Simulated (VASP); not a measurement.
Write the native input for VASP 6.6.1 that does the following.

* Task: relaxation of cell and atoms
* Functional: PBE
* Dispersion: D3(BJ)
* Potentials or basis: VASP PAW PBE potentials, release 64 (C)
* Cutoff: 600 eV
* k mesh: 15 × 15 × 4
* Occupations: gaussian, width 0.03 eV
* Spin: no spin polarisation
* Further INCAR settings: ALGO = Normal; EDIFF = 1e-07; IBRION = 2; EDIFFG = -0.005; NSW = 90; ISIF = 3

The structure of C lies in POSCAR:

```
C                                       
1.0
    2.4652662132      0.0000000000     -0.0000000000
   -1.2326331066      2.1349831678     -0.0000000000
   -0.0000000000     -0.0000000000      6.7016984360
  C             
     4
Direct
     0.0000000000000000    0.0000000000000000    0.2500000000000000
     0.0000000000000000    1.0000000000000000    0.7500000000000000
     0.3333333300000021    0.6666666699999979    0.2500000000000000
     0.6666666699999979    0.3333333300000021    0.7500000000000000
```

These files were run (other wordings do the same):

INCAR

```
PREC     = Accurate       # precision mode
ENCUT    = 600            # plane-wave cutoff, eV
EDIFF    = 1E-7           # SCF threshold, eV
ISMEAR   = 0              # smearing method
SIGMA    = 0.03           # smearing width, eV
LREAL    = F              # projectors in reciprocal space
LASPH    = T              # aspherical terms in the spheres
NELM     = 80             # most SCF steps
ALGO     = Normal         # electronic algorithm
ISIF     = 3              # what is computed and relaxed
LWAVE    = F              # write WAVECAR
LCHARG   = F              # write CHGCAR
GGA      = PE             # functional
IVDW     = 12             # dispersion correction
IBRION   = 2              # ionic algorithm
NSW      = 90             # ionic steps
EDIFFG   = -0.005         # ionic threshold
```

KPOINTS

```
regular mesh
0
Gamma
  15 15 4
```

Potentials or basis: VASP PAW PBE potentials, release 64 (C).

The run is started by

```console
$ cat potpaw_PBE.64/C/POTCAR > POTCAR
$ mpirun -np 1 vasp_std > vasp.out
```

It gave:

```yaml
Relaxed_volume: 8.80 Å³/atom
Relaxed_cell: a = 2.465 Å, b = 2.465 Å, c = 6.688 Å, α = 90.00°, β = 90.00°, γ = 120.00°
Space_group_after_relaxing_to_0.05_Å: P6_3/mmc (No. 194)
Energy_gained_by_relaxing: 0.0 meV/atom
Ionic_steps: 6
Pressure_after_relaxing: -0.1 GPa
Band_gap_on_the_k_mesh: none (metal or under the smearing width)
Dispersion_energy_per_atom: -0.157 eV
```

Wall time 61 s on 1 thread of Intel(R) Xeon(R) Platinum 8488C (Sapphire Rapids), on a shared host, peak memory 0.18 GiB.
